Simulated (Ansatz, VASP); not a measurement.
# LaP: VASP beside Ansatz, part 2 of 2

Wanted: the spread between two codes on one cell, functional and k mesh. The cell is generated by rule, not measured, and may not be a known phase. The cell is taken from a series of runs on this material, whose earlier steps may have relaxed, scaled, displaced or heated it; both programs get it as it stands.

VASP 6.6.1 and Ansatz 0.2.0.

So far: Starting point; Ansatz: zone-centre phonons, PBE.

## Step 3: VASP: zone-centre phonons, PBE

Level of this step: PBE; plane waves and PAW (La, P); invented cell (VASP).

The same cell, functional, mesh and smearing now go to VASP, with its own data sets.

Lines of VASP's logs that name or quote its potential files are left out, and so is its time.

Contents of INCAR:

```
SYSTEM = LaP
PREC = Accurate
ENCUT = 500
EDIFF = 1E-08
NELM = 200
ISMEAR = 1
SIGMA = 0.15
LREAL = .FALSE.
ALGO = Normal
GGA = PE
NBANDS = 22
LASPH = .TRUE.
LORBIT = 11
LWAVE = .FALSE.
LCHARG = .FALSE.
ISIF = 2
IBRION = 8
GGA_COMPAT = .FALSE.
LMAXMIX = 6
KPAR = 2
```

Contents of POSCAR:

```
LaP
1.0
    5.2157636968      0.0000000000      0.0000000000
    0.0000000000      5.2157636968      0.0000000000
    0.0000000000      0.0000000000      3.7259584456
La P
2 2
Direct
    0.5000000000      0.0000000000      0.1498688858
    0.0000000000      0.5000000000      0.8501311142
    0.0000000000      0.0000000000      0.5000000000
    0.5000000000      0.5000000000      0.5000000000
```

Contents of KPOINTS:

```
Automatic mesh
0
Gamma
8 8 10
0 0 0
```

The projector-augmented-wave data sets are La and P (PBE family, release 64).

Run with:

```
$ mpirun -np 2 vasp_std
```

Numbers of over 12 decimals in the logs are rounded to 6 here.

The program printed:

```text
[banner, memory and clock lines left out]
running    2 mpi-ranks, on    1 nodes
 distrk:  each k-point on    1 cores,    2 groups
 distr:  one band on    1 cores,    1 groups

 POSCAR found type information on POSCAR LaP
 POSCAR found :  2 types and       4 ions
 LDA part: xc-table for (Slater+PW92), standard interpolation
 POSCAR, INCAR and KPOINTS ok, starting setup
 FFT: planning ... GRIDC
 FFT: planning ... GRID_SOFT
 FFT: planning ... GRID
 WAVECAR not read
 entering main loop
       N       E                     dE             d eps       ncg     rms          rms(c)
DAV:   1     0.329087241329E+03    0.32909E+03   -0.11414E+04  3960   0.189E+03
DAV:   2     0.245909099196E+02   -0.30450E+03   -0.29720E+03  6104   0.338E+02
DAV:   3    -0.227753207828E+02   -0.47366E+02   -0.46718E+02  6228   0.171E+02
DAV:   4    -0.259336295874E+02   -0.31583E+01   -0.30581E+01  7496   0.349E+01
DAV:   5    -0.262804146778E+02   -0.34679E+00   -0.34468E+00  6672   0.118E+01    0.637E+00
DAV:   6    -0.257008173009E+02    0.57960E+00   -0.34985E+00  7608   0.107E+01    0.391E+00
DAV:   7    -0.256857168417E+02    0.15100E-01   -0.31087E-01  6960   0.487E+00    0.204E+00
DAV:   8    -0.256949064462E+02   -0.91896E-02   -0.73918E-02  7384   0.250E+00    0.364E-01
DAV:   9    -0.256951164313E+02   -0.20999E-03   -0.69593E-03  6592   0.811E-01    0.179E-01
DAV:  10    -0.256952611104E+02   -0.14468E-03   -0.10670E-03  7016   0.293E-01    0.654E-02
DAV:  11    -0.256953013722E+02   -0.40262E-04   -0.21394E-04  6832   0.125E-01    0.182E-02
DAV:  12    -0.256953029916E+02   -0.16193E-05   -0.44217E-05  6920   0.664E-02    0.516E-03
DAV:  13    -0.256953034387E+02   -0.44711E-06   -0.32567E-06  7224   0.168E-02    0.245E-03
DAV:  14    -0.256953033941E+02    0.44595E-07   -0.44132E-07  6480   0.537E-03    0.720E-04
DAV:  15    -0.256953034350E+02   -0.40895E-07   -0.65637E-08  5984   0.206E-03    0.231E-04
DAV:  16    -0.256953034334E+02    0.16134E-08   -0.55033E-09  3600   0.118E-03
   1 F= -.25695303E+02 E0= -.25695695E+02  d E =0.117419E-02
 Linear response reoptimize wavefunctions to high precision
DAV:   1    -0.256953034321E+02    0.12196E-08   -0.82411E-09  4544   0.103E-03
DAV:   2    -0.256953034322E+02   -0.88676E-10   -0.10649E-09  3600   0.523E-04
DAV:   3    -0.256953034323E+02   -0.85947E-10   -0.67187E-10  3600   0.486E-04
 Linear response DOF=           4
 Linear response progress:
  Degree of freedom:   1/  4
       N       E                     dE             d eps       ncg     rms          rms(c)
RMM:   1    -0.305503986825E+00   -0.30550E+00   -0.23262E-01 14348   0.179E+01
RMM:   2    -0.281742074738E+00    0.23762E-01   -0.10368E-01 14781   0.263E+00    0.138E-01
RMM:   3    -0.285466047910E+00   -0.37240E-02   -0.41604E-02 21519   0.103E+00    0.988E-02
RMM:   4    -0.286526601705E+00   -0.10606E-02   -0.63449E-03 22639   0.379E-01    0.870E-02
RMM:   5    -0.288137422965E+00   -0.16108E-02   -0.18496E-03 18184   0.355E-01    0.246E-02
RMM:   6    -0.288567335954E+00   -0.42991E-03   -0.12164E-03 24418   0.151E-01    0.189E-02
RMM:   7    -0.288299014553E+00    0.26832E-03   -0.38408E-04 20932   0.109E-01    0.219E-02
RMM:   8    -0.288734325945E+00   -0.43531E-03   -0.16540E-04 23801   0.653E-02    0.676E-03
RMM:   9    -0.288759266686E+00   -0.24941E-04   -0.45728E-05 23239   0.378E-02    0.652E-03
RMM:  10    -0.288872490998E+00   -0.11322E-03   -0.25284E-05 23212   0.276E-02    0.291E-03
RMM:  11    -0.288902187472E+00   -0.29696E-04   -0.10376E-05 23682   0.176E-02    0.196E-03
RMM:  12    -0.288937448662E+00   -0.35261E-04   -0.69014E-06 22224   0.127E-02    0.820E-04
RMM:  13    -0.288944298764E+00   -0.68501E-05   -0.30562E-06 23332   0.866E-03    0.544E-04
RMM:  14    -0.288954199078E+00   -0.99003E-05   -0.22234E-06 21660   0.692E-03    0.702E-05
[...]
RMM:  20    -0.288962905240E+00   -0.47281E-05   -0.38513E-07 21259   0.402E-03    0.186E-04
RMM:  21    -0.288962519242E+00    0.38600E-06   -0.38001E-07 21332   0.376E-03    0.135E-04
RMM:  22    -0.288962569775E+00   -0.50533E-07   -0.47351E-08 21145   0.361E-03    0.133E-04
RMM:  23    -0.288962107487E+00    0.46229E-06   -0.12809E-07 21629   0.363E-03    0.873E-05
RMM:  24    -0.288961317670E+00    0.78982E-06   -0.11202E-09 21317   0.362E-03    0.262E-05
RMM:  25    -0.288961276345E+00    0.41325E-07    0.29460E-11 21872   0.362E-03    0.163E-05
RMM:  26    -0.288961265872E+00    0.10473E-07    0.12693E-07 21787   0.363E-03    0.127E-05
RMM:  27    -0.288961274144E+00   -0.82724E-08    0.59114E-08 22152   0.362E-03    0.103E-05
 first order change of Fermi-energy  -0.73206E-04
 force on displaced ion       1 direction 1 :  -4.265   0.000  -0.000
 Linear response progress:
  Degree of freedom:   2/  4
       N       E                     dE             d eps       ncg     rms          rms(c)
RMM:   1    -0.262247667687E+00   -0.26225E+00   -0.22562E-01  5975   0.162E+01
RMM:   2    -0.248593326305E+00    0.13654E-01   -0.82596E-02  6746   0.221E+00    0.118E-01
RMM:   3    -0.251495260717E+00   -0.29019E-02   -0.34413E-02  7719   0.828E-01    0.735E-02
RMM:   4    -0.252612070712E+00   -0.11168E-02   -0.69836E-03  9536   0.314E-01    0.666E-02
RMM:   5    -0.253804118145E+00   -0.11920E-02   -0.20997E-03  9313   0.208E-01    0.366E-02
RMM:   6    -0.254721594125E+00   -0.91748E-03   -0.10333E-03  9515   0.128E-01    0.111E-02
RMM:   7    -0.254864167200E+00   -0.14257E-03   -0.41137E-04 10079   0.745E-02    0.595E-03
RMM:   8    -0.254931074378E+00   -0.66907E-04   -0.15931E-04  9644   0.422E-02    0.410E-03
RMM:   9    -0.255026027227E+00   -0.94953E-04   -0.69926E-05  9608   0.308E-02    0.111E-03
RMM:  10    -0.255021197550E+00    0.48297E-05   -0.27632E-05  9794   0.176E-02    0.165E-03
RMM:  11    -0.255044421326E+00   -0.23224E-04   -0.16361E-05  9469   0.131E-02    0.410E-04
RMM:  12    -0.255053438729E+00   -0.90174E-05   -0.38647E-06  9697   0.884E-03    0.184E-04
RMM:  13    -0.255047250881E+00    0.61878E-05   -0.41719E-06  9241   0.647E-03    0.639E-04
RMM:  14    -0.255060501376E+00   -0.13250E-04   -0.14029E-06  9064   0.574E-03    0.860E-05
[...]
RMM:  30    -0.255063917634E+00   -0.34119E-07   -0.23057E-07  9698   0.344E-03    0.136E-06
RMM:  31    -0.255063901004E+00    0.16630E-07   -0.23671E-07  9886   0.344E-03    0.154E-06
RMM:  32    -0.255063874168E+00    0.26835E-07   -0.18698E-07  9833   0.344E-03    0.368E-06
RMM:  33    -0.255063877511E+00   -0.33434E-08   -0.23619E-07  9982   0.344E-03    0.431E-06
RMM:  34    -0.255063871071E+00    0.64408E-08   -0.24250E-07  9971   0.344E-03    0.560E-06
RMM:  35    -0.255063857979E+00    0.13091E-07   -0.18579E-07 10113   0.344E-03    0.618E-06
RMM:  36    -0.255063886209E+00   -0.28230E-07   -0.21197E-07 10099   0.345E-03    0.534E-06
RMM:  37    -0.255063873532E+00    0.12677E-07   -0.14942E-07 10215   0.345E-03    0.571E-06
 first order change of Fermi-energy   0.37708E+00
 force on displaced ion       1 direction 3 :   0.000   0.000  -3.245
 Linear response progress:
  Degree of freedom:   3/  4
       N       E                     dE             d eps       ncg     rms          rms(c)
RMM:   1    -0.601044391081E-01   -0.60104E-01   -0.15001E-02 22923   0.123E+00
RMM:   2    -0.552569034019E-01    0.48475E-02   -0.74873E-03 14713   0.668E-01    0.103E-01
RMM:   3    -0.558957365011E-01   -0.63883E-03   -0.20929E-03 19484   0.234E-01    0.493E-02
RMM:   4    -0.563846948915E-01   -0.48896E-03   -0.56527E-04 18463   0.169E-01    0.171E-02
RMM:   5    -0.563686188284E-01    0.16076E-04   -0.13864E-04 20409   0.618E-02    0.139E-02
RMM:   6    -0.564237219628E-01   -0.55103E-04   -0.56278E-05 20084   0.467E-02    0.499E-03
RMM:   7    -0.564634657284E-01   -0.39744E-04   -0.19989E-05 20008   0.263E-02    0.273E-03
RMM:   8    -0.564715571500E-01   -0.80914E-05   -0.71947E-06 22682   0.132E-02    0.115E-03
RMM:   9    -0.564738313800E-01   -0.22742E-05   -0.15936E-06 22772   0.793E-03    0.836E-04
RMM:  10    -0.564776246152E-01   -0.37932E-05   -0.80086E-07 22292   0.567E-03    0.317E-04
RMM:  11    -0.564783418933E-01   -0.71728E-06   -0.23479E-09 22440   0.428E-03    0.170E-04
RMM:  12    -0.564781590874E-01    0.18281E-06   -0.19688E-07 21516   0.344E-03    0.935E-05
RMM:  13    -0.564782239035E-01   -0.64816E-07   -0.14127E-07 22378   0.303E-03    0.573E-05
RMM:  14    -0.564781561862E-01    0.67717E-07   -0.57028E-07 20857   0.285E-03    0.413E-05
[...]
RMM:  20    -0.564783899375E-01   -0.13507E-07   -0.39544E-07 21580   0.266E-03    0.364E-06
RMM:  21    -0.564783902576E-01   -0.32012E-09   -0.44735E-07 21729   0.267E-03    0.366E-06
RMM:  22    -0.564783918218E-01   -0.15642E-08   -0.41130E-07 21659   0.267E-03    0.514E-06
RMM:  23    -0.564783814457E-01    0.10376E-07   -0.39211E-07 21804   0.267E-03    0.101E-05
RMM:  24    -0.564783784315E-01    0.30142E-08   -0.22168E-07 21846   0.267E-03    0.117E-05
RMM:  25    -0.564783759790E-01    0.24525E-08   -0.22111E-07 21863   0.267E-03    0.137E-05
RMM:  26    -0.564783737504E-01    0.22286E-08   -0.10269E-07 21899   0.267E-03    0.143E-05
RMM:  27    -0.564783722320E-01    0.15184E-08   -0.56995E-08 21907   0.268E-03    0.147E-05
 first order change of Fermi-energy   0.10986E-03
 force on displaced ion       3 direction 1 :  -4.752   0.000  -0.007
 Linear response progress:
  Degree of freedom:   4/  4
       N       E                     dE             d eps       ncg     rms          rms(c)
RMM:   1    -0.523013390160E-01   -0.52301E-01   -0.26472E-02 15196   0.115E+00
RMM:   2    -0.474264312862E-01    0.48749E-02   -0.52844E-03 10524   0.548E-01    0.857E-02
RMM:   3    -0.480948464379E-01   -0.66842E-03   -0.13686E-03 11004   0.214E-01    0.419E-02
RMM:   4    -0.486017012895E-01   -0.50685E-03   -0.58102E-04 13652   0.120E-01    0.155E-02
RMM:   5    -0.486763504300E-01   -0.74649E-04   -0.63033E-05 12282   0.618E-02    0.910E-03
RMM:   6    -0.487474053605E-01   -0.71055E-04   -0.10031E-04 16262   0.260E-02    0.639E-03
RMM:   7    -0.488047331038E-01   -0.57328E-04   -0.13159E-05 13031   0.353E-02    0.392E-03
RMM:   8    -0.487803114131E-01    0.24422E-04   -0.56331E-06 13650   0.172E-02    0.103E-03
RMM:   9    -0.487827087823E-01   -0.23974E-05   -0.40906E-06 16120   0.841E-03    0.804E-04
RMM:  10    -0.487793461776E-01    0.33626E-05    0.10699E-06 15536   0.568E-03    0.115E-03
RMM:  11    -0.487846538493E-01   -0.53077E-05    0.36013E-07 14807   0.485E-03    0.580E-04
RMM:  12    -0.487854632696E-01   -0.80942E-06    0.40584E-07 15408   0.390E-03    0.454E-04
RMM:  13    -0.487856014412E-01   -0.13817E-06    0.13809E-07 15581   0.293E-03    0.490E-04
RMM:  14    -0.487862405658E-01   -0.63912E-06   -0.15656E-07 15159   0.274E-03    0.503E-04
 first order change of Fermi-energy   0.11080E-03
 force on displaced ion       3 direction 3 :   0.000   0.000  -1.968
 Linear response finished
```

OUTCAR, selected parts (step 3):

```text
ion  position               nearest neighbor table
   1  0.500  0.000  0.150-   3 2.92   4 2.92   4 2.92   3 2.92
   2  0.000  0.500  0.850-   3 2.92   4 2.92   3 2.92   4 2.92
   3  0.000  0.000  0.500-   1 2.92   2 2.92   2 2.92   1 2.92
   4  0.500  0.500  0.500-   1 2.92   2 2.92   1 2.92   2 2.92

  LATTYP: Found a simple tetragonal cell.
 ALAT       =     5.2157636968
 C/A-ratio  =     0.7143648873

 Subroutine GETGRP returns: Found 16 space group operations
 (whereof  8 operations were pure point group operations)

The static configuration has the point symmetry D_2d.
 The point group associated with its full space group is D_4h.

 Found     90 irreducible k-points:

   k-points           NKPTS =     90   k-points in BZ     NKDIM =     90   number of bands    NBANDS=     22

   dimension x,y,z NGX =    40 NGY =   40 NGZ =   28
   dimension x,y,z NGXF=    80 NGYF=   80 NGZF=   56

   ENCUT  =  500.0 eV  36.75 Ry    6.06 a.u.   9.51  9.51  6.79*2*pi/ulx,y,z

   NELECT =      32.0000    total number of electrons

 k-points in reciprocal lattice and weights: Automatic mesh
   0.00000000  0.00000000  0.00000000       0.002
   0.12500000  0.00000000  0.00000000       0.006
   0.25000000  0.00000000  0.00000000       0.006
   0.37500000  0.00000000  0.00000000       0.006
   0.50000000  0.00000000  0.00000000       0.003
   0.12500000  0.12500000  0.00000000       0.006
   0.25000000  0.12500000  0.00000000       0.013
   0.37500000  0.12500000  0.00000000       0.013
   0.50000000  0.12500000  0.00000000       0.006
[...]
0.50000000  0.50000000  0.50000000       0.002

 average (electrostatic) potential at core
       1 -95.8348       2 -95.8348       3 -79.5081       4 -79.5081

  Total       -0.0624199     -0.0624199     -0.0658401      0.0000000      0.0000000      0.0000000
  in kB       -0.9866426     -0.9866426     -1.0407043      0.0000000      0.0000000      0.0000000
  external PRESSURE =      -1.0046632 kB  Pullay stress =       0.0000000 kB

  energy-cutoff  :      500.00
  volume of cell :      101.36
      direct lattice vectors                 reciprocal lattice vectors
     5.215763697  0.000000000  0.000000000     0.191726477  0.000000000  0.000000000
     0.000000000  5.215763697  0.000000000     0.000000000  0.191726477  0.000000000
     0.000000000  0.000000000  3.725958446     0.000000000  0.000000000  0.268387320

 POSITION                                       TOTAL-FORCE (eV/Angst)
 -----------------------------------------------------------------------------------
      2.60788      0.00000      0.55841         0.000000      0.000000      0.008743
      0.00000      2.60788      3.16755        -0.000000      0.000000     -0.008743
      0.00000      0.00000      1.86298         0.000000      0.000000      0.000000
      2.60788      2.60788      1.86298         0.000000     -0.000000      0.000000
 -----------------------------------------------------------------------------------
    total drift:                                0.000000      0.000000      0.000000

 Eigenvectors and eigenvalues of the dynamical matrix
 ----------------------------------------------------

   1 f  =    7.477782 THz    46.984289 2PiTHz  249.431956 cm-1    30.925607 meV
             X         Y         Z           dx          dy          dz
      2.607882  0.000000  0.558405    -0.087592   -0.086387    0.000000
      0.000000  2.607882  3.167553     0.087592    0.086387    0.000000
      0.000000  0.000000  1.862979     0.495771   -0.488954   -0.000000
      2.607882  2.607882  1.862979    -0.495771    0.488954   -0.000000

   2 f  =    7.477782 THz    46.984289 2PiTHz  249.431956 cm-1    30.925607 meV
             X         Y         Z           dx          dy          dz
      2.607882  0.000000  0.558405     0.086387   -0.087592   -0.000000
      0.000000  2.607882  3.167553    -0.086387    0.087592    0.000000
      0.000000  0.000000  1.862979    -0.488954   -0.495771   -0.000000
      2.607882  2.607882  1.862979     0.488954    0.495771   -0.000000

   3 f  =    5.224270 THz    32.825059 2PiTHz  174.262902 cm-1    21.605836 meV
             X         Y         Z           dx          dy          dz
      2.607882  0.000000  0.558405     0.000000   -0.000000    0.304994
      0.000000  2.607882  3.167553     0.000000   -0.000000    0.304994
      0.000000  0.000000  1.862979    -0.000000    0.000000   -0.637949
      2.607882  2.607882  1.862979    -0.000000    0.000000   -0.637949

   4 f  =    5.000047 THz    31.416223 2PiTHz  166.783620 cm-1    20.678524 meV
             X         Y         Z           dx          dy          dz
      2.607882  0.000000  0.558405    -0.295927    0.049749    0.000000
      0.000000  2.607882  3.167553    -0.295927    0.049749   -0.000000
      0.000000  0.000000  1.862979     0.631415   -0.106148   -0.000000
      2.607882  2.607882  1.862979     0.631415   -0.106148   -0.000000

   5 f  =    5.000047 THz    31.416223 2PiTHz  166.783620 cm-1    20.678524 meV
             X         Y         Z           dx          dy          dz
      2.607882  0.000000  0.558405     0.049749    0.295927    0.000000
      0.000000  2.607882  3.167553     0.049749    0.295927    0.000000
      0.000000  0.000000  1.862979    -0.106148   -0.631415   -0.000000
      2.607882  2.607882  1.862979    -0.106148   -0.631415   -0.000000

   6 f  =    3.014682 THz    18.941808 2PiTHz  100.558981 cm-1    12.467719 meV
             X         Y         Z           dx          dy          dz
      2.607882  0.000000  0.558405     0.519964   -0.463144    0.000000
      0.000000  2.607882  3.167553    -0.519964    0.463144   -0.000000
      0.000000  0.000000  1.862979     0.091866    0.081827    0.000000
      2.607882  2.607882  1.862979    -0.091866   -0.081827   -0.000000

   7 f  =    3.014682 THz    18.941808 2PiTHz  100.558981 cm-1    12.467719 meV
             X         Y         Z           dx          dy          dz
      2.607882  0.000000  0.558405     0.463144    0.519964   -0.000000
      0.000000  2.607882  3.167553    -0.463144   -0.519964    0.000000
      0.000000  0.000000  1.862979     0.081827   -0.091866   -0.000000
      2.607882  2.607882  1.862979    -0.081827    0.091866    0.000000

   8 f  =    2.973497 THz    18.683035 2PiTHz   99.185198 cm-1    12.297392 meV
             X         Y         Z           dx          dy          dz
      2.607882  0.000000  0.558405    -0.000000   -0.000000    0.000000
      0.000000  2.607882  3.167553     0.000000    0.000000    0.000000
      0.000000  0.000000  1.862979    -0.000000    0.000000   -0.707107
      2.607882  2.607882  1.862979     0.000000   -0.000000    0.707107

   9 f  =    2.518289 THz    15.822874 2PiTHz   84.001067 cm-1    10.414800 meV
             X         Y         Z           dx          dy          dz
      2.607882  0.000000  0.558405     0.000000    0.000000    0.707107
      0.000000  2.607882  3.167553    -0.000000   -0.000000   -0.707107
      0.000000  0.000000  1.862979    -0.000000   -0.000000    0.000000
      2.607882  2.607882  1.862979    -0.000000    0.000000   -0.000000

  10 f/i=    0.014534 THz     0.091323 2PiTHz    0.484818 cm-1     0.060110 meV
             X         Y         Z           dx          dy          dz
      2.607882  0.000000  0.558405    -0.416704   -0.486117   -0.000000
      0.000000  2.607882  3.167553    -0.416704   -0.486117   -0.000000
      0.000000  0.000000  1.862979    -0.195298   -0.227830   -0.000000
      2.607882  2.607882  1.862979    -0.195298   -0.227830   -0.000000

  11 f/i=    0.014534 THz     0.091323 2PiTHz    0.484818 cm-1     0.060110 meV
             X         Y         Z           dx          dy          dz
      2.607882  0.000000  0.558405    -0.486117    0.416704   -0.000000
      0.000000  2.607882  3.167553    -0.486117    0.416704   -0.000000
      0.000000  0.000000  1.862979    -0.227830    0.195298   -0.000000
      2.607882  2.607882  1.862979    -0.227830    0.195298   -0.000000

  12 f/i=    0.024985 THz     0.156984 2PiTHz    0.833403 cm-1     0.103329 meV
             X         Y         Z           dx          dy          dz
      2.607882  0.000000  0.558405    -0.000000    0.000000    0.637949
      0.000000  2.607882  3.167553    -0.000000    0.000000    0.637949
      0.000000  0.000000  1.862979    -0.000000    0.000000    0.304994
      2.607882  2.607882  1.862979    -0.000000    0.000000    0.304994

 ELASTIC MODULI CONTR FROM IONIC RELAXATION (kBar)
 Direction    XX          YY          ZZ          XY          YZ          ZX
 --------------------------------------------------------------------------------
 XX       -1056.5172    763.3833   -177.2496      0.0000      0.0000     -0.0000
 YY         763.3833  -1056.5172   -177.2496      0.0000      0.0000     -0.0000
 ZZ        -177.2496   -177.2496   -214.3554      0.0000      0.0000     -0.0000
 XY           0.0000      0.0000      0.0000      0.0000      0.0000      0.0000
 YZ           0.0000      0.0000      0.0000      0.0000   -120.4523     -0.0000
 ZX          -0.0000     -0.0000     -0.0000      0.0000     -0.0000   -128.5045
 --------------------------------------------------------------------------------
```

## Step 4: Differences

Known differences besides the potentials themselves: the cutoff is 420 eV in Ansatz and 500 eV in VASP. Total energies have different zeros and are not compared.

Zone-centre modes by rising frequency (cm⁻¹; imaginary ones negative):

```tsv
program	modes
Ansatz	0.0, 0.0, 0.0, 82.7, 101.7, 101.7, 103.5, 167.4, 167.4, 173.2, 249.1, 249.1
VASP	-0.8, -0.5, -0.5, 84.0, 99.2, 100.6, 100.6, 166.8, 166.8, 174.3, 249.4, 249.4
```

The two lists differ in the order or number of single and degenerate modes, so they aren't paired one by one; the r.m.s. figure in the results sets the two lists side by side in order.

## Step 5: Summary of results

* r.m.s. difference of the optical zone-centre modes, each program's sorted by frequency (zone-centre phonons, PBE): 1.5 cm⁻¹

In words: The r.m.s. difference of the optical zone-centre modes, each program's sorted by frequency is 1.5 cm⁻¹ (zone-centre phonons, PBE). How closely two codes agree says nothing of how well the functional describes the real material.

[Lines on the potential files, build, host, timing and source positions are cut from VASP's logs without a mark.]

[Logs are printed without paths, hosts, clocks, repeated set-up lines and the standing remarks that a program may print on its own settings, such as how far it seeks lower states.]

[Hosts, paths, dates, database ids (printed as entryN), source tags and the programs' standing remarks are cut or masked in the printed files.]
